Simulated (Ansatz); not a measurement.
CuO:

```
CELL_PARAMETERS angstrom
2.34465 -1.71340 0.00000
2.34465 1.71340 0.00000
-0.86055 0.00000 5.05944
ATOMIC_POSITIONS crystal
Cu 0.00320 0.49680 0.00000
Cu 0.49680 0.00320 0.50000
O 0.57140 0.40560 0.25370
O 0.40560 0.57140 0.75370
```

Base run:

```yaml
Program: Ansatz 0.2.0
Functional: LDA
Potentials_or_basis: Ansatz PAW
Cutoff: "420 eV (not typed: the program's choice for these potentials)"
k_mesh: 10 × 10 × 5
Occupations: fermi-dirac, width 0.05 eV
Spin: no spin polarisation
```

Its results: band gap on the k mesh none (metal or under the smearing width); pressure -9.6 GPa; largest force 0.790 eV/Å.

**Question.** After a change of settings the same cell gave: band gap on the k mesh none (metal or under the smearing width); pressure 5.7 GPa; largest force 0.761 eV/Å. Which change was it?
A. functional from LDA to PBE; cutoff from 420 eV (not typed: the program's choice for these potentials) to 800 eV
B. functional from LDA to PBEsol; hubbard terms from none to Cu d U = 5.3 eV; hubbard projectors from none to ortho-atomic (the default)
C. functional from LDA to r2SCAN; cutoff from 420 eV (not typed: the program's choice for these potentials) to 500 eV (not typed: the program's choice for these potentials); hubbard terms from none to Cu d U = 4.5 eV; hubbard projectors from none to ortho-atomic (the default)
D. functional from LDA to PBEsol

**Answer.** A.

PBE binds less tightly than LDA, so the same cell stands under more pressure.

Caveats: the run has no spin polarisation, though such a crystal can be magnetic; semilocal functionals often make such compounds metallic where correlation or magnetic order opens a gap, which also shifts bond lengths; the PAW data sets come from PBE, with cores solved anew for the run's functional, which leaves a small shift of forces and pressure (some runs).
